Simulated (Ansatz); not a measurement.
**Moving the functional in W**

The cell as given:

```xyz
1
Lattice="-1.5823 1.5823 1.5823 1.5823 -1.5823 1.5823 1.5823 1.5823 -1.5823" Properties=species:S:1:pos:R:3 pbc="T T T"
W     0.0000    0.0000    0.0000
```

Kept alike: task relaxation of cell and atoms; k mesh 12 × 12 × 12; occupations fermi-dirac, width 0.05 eV; no spin polarisation. Program: Ansatz, Ansatz PAW. Cutoffs run from 420 to 500 eV. The mesh is that of the run's cell of 1 atom. No spin-orbit coupling.

```csv
functional,volume (Å³/atom)
BLYP,16.680
LDA,15.396
PBE,16.147
PBEsol,15.695
RPBE,16.349
r2SCAN,15.924
revPBE,16.294
```

The relaxations keep at least the cell's symmetry (Im-3m). For a metal such a mesh leaves the last digits unconverged. Relaxations stop with a little pressure left, so the last digits of a volume or edge aren't settled. All rows use potentials made for PBE.

Question: What does the functional change here?

Answer: The volume runs from 15.396 (LDA) to 16.680 Å³/atom (BLYP). From PBE: BLYP +0.533; LDA -0.751; PBEsol -0.452; RPBE +0.202; r2SCAN -0.223; revPBE +0.147. Measured: 15.8 Å³/atom (arxiv:2311.02034); nearest PBEsol, 0.11 Å³/atom off. The runs are for a static lattice.
